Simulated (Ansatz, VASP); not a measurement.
BAs in VASP and in Ansatz

```
B As
1.0
     0.00000    2.36597    2.36597
     2.36597    0.00000    2.36597
     2.36597    2.36597    0.00000
B As
1 1
Direct
  0.00000 0.00000 0.00000
  0.25000 0.25000 0.25000
```

The cell was built by a generator and needn't be a form met in nature.

Alike in both runs: functional LDA; k mesh 10 × 10 × 10; occupations gaussian, width 0.02 eV; no spin polarisation.

Ansatz relaxed the structure, and its values are those at the end. VASP's run is a single point on that final structure, the one shown.

```csv
,VASP,Ansatz
version,VASP 6.6.1,Ansatz 0.2.0
potentials or method,"VASP PAW LDA potentials, release 64 (B, As)","scalar-relativistic, plane waves, PAW"
plane-wave cutoff (eV),520,420
valence electrons in the cell,8,18
```

|  | VASP | Ansatz | Ansatz less VASP |
| --- | --- | --- | --- |
| gap on the k mesh at the Fermi level (eV) | 1.10 | 1.11 | +0.008 |
| least direct gap on the mesh (eV) | 3.29 | 3.29 | +0.003 |
| pressure (GPa) | 1.0 | 0.0 | -1.00 |

The two sets of potentials don't hold the same shells in valence. Ansatz warned: «pseudo_functional_mismatch».

A k mesh can miss the band edges. As with any semilocal functional, this LDA gap is likely too small.
